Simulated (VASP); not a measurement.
Here is a VASP 6.6.1 calculation.

INCAR

```
SYSTEM = TiC
PREC     = Accurate       ! precision mode
ENCUT    = 520            ! plane-wave cutoff, eV
EDIFF    = 1E-6           ! SCF threshold, eV
ISMEAR   = 1              ! smearing method
SIGMA    = 0.1            ! smearing width, eV
LREAL    = .FALSE.        ! projectors in reciprocal space
LASPH    = .TRUE.         ! aspherical terms in the spheres
NELM     = 80             ! most SCF steps
ALGO     = Fast           ! electronic algorithm
ISIF     = 2              ! what is computed and relaxed
LWAVE    = .FALSE.        ! write WAVECAR
LCHARG   = .FALSE.        ! write CHGCAR
LMAXMIX  = 4              ! l up to which the mixer works
GGA      = PE             ! functional
NBANDS   = 15             ! bands
ICORELEVEL= 1
```

Contents of KPOINTS:

```
Automatic mesh
0
G
  14 14 14
  0 0 0
```

Contents of POSCAR:

```
TiC                                     
1.0
    0.0000000000      2.1667845968      2.1667845968
    2.1667845968      0.0000000000      2.1667845968
    2.1667845968      2.1667845968      0.0000000000
  Ti              C             
     1     1
Direct
     0.0000000000000000    0.0000000000000000    0.0000000000000000
     0.5000000000000000    0.5000000000000000    0.5000000000000000
```

File KPOINTS_OPT:

```
explicit points
209
Reciprocal
 0.0000000000  0.0000000000  0.0000000000 1
 0.0263157895  0.0000000000  0.0263157895 1
 0.0526315789  0.0000000000  0.0526315789 1
 0.0789473684  0.0000000000  0.0789473684 1
 0.1052631579  0.0000000000  0.1052631579 1
 0.1315789474  0.0000000000  0.1315789474 1
[... 201 lines left out ...]
 0.4250000000  0.0000000000  0.4250000000 1
 0.4500000000  0.0000000000  0.4500000000 1
```

Potentials or basis: VASP PAW PBE potentials, release 64 (Ti_sv, C).

Command:

```console
$ cat potpaw_PBE.64/Ti_sv/POTCAR potpaw_PBE.64/C/POTCAR > POTCAR
$ mpirun -np 1 vasp_std > vasp.out
```

Problem. What does it give for the band gap along the path?

Solution. None (metal or under the smearing width).

Problem. What does it give for the pressure?

Solution. 0.1 GPa.

Levels at the corners of the path, in eV from the Fermi level:
```
point  band 6  band 7  band 8  band 9  band 10  band 11
    Γ    0.69    0.69    0.69    1.68     1.68     1.68
    X   -3.43   -1.61   -0.03   -0.03     2.70     3.51
    X   -3.43   -1.61   -0.03   -0.03     2.70     3.51
    W   -3.14   -3.14   -2.70    2.79     2.79     3.51
    W   -3.14   -3.14   -2.70    2.79     2.79     3.51
    K   -3.46   -3.34   -1.72    1.46     3.13     3.81
    K   -3.46   -3.34   -1.72    1.46     3.13     3.81
    Γ    0.69    0.69    0.69    1.68     1.68     1.68
    Γ    0.69    0.69    0.69    1.68     1.68     1.68
    L   -5.83   -2.89   -2.89    2.91     2.91     4.09
    L   -5.83   -2.89   -2.89    2.91     2.91     4.09
    U   -3.46   -3.34   -1.72    1.46     3.13     3.81
    U   -3.46   -3.34   -1.72    1.46     3.13     3.81
    W   -3.14   -3.14   -2.70    2.79     2.79     3.51
    W   -3.14   -3.14   -2.70    2.79     2.79     3.51
    L   -5.83   -2.89   -2.89    2.91     2.91     4.09
    L   -5.83   -2.89   -2.89    2.91     2.91     4.09
    K   -3.46   -3.34   -1.72    1.46     3.13     3.81
    U   -3.46   -3.34   -1.72    1.46     3.13     3.81
    X   -3.43   -1.61   -0.03   -0.03     2.70     3.51
```
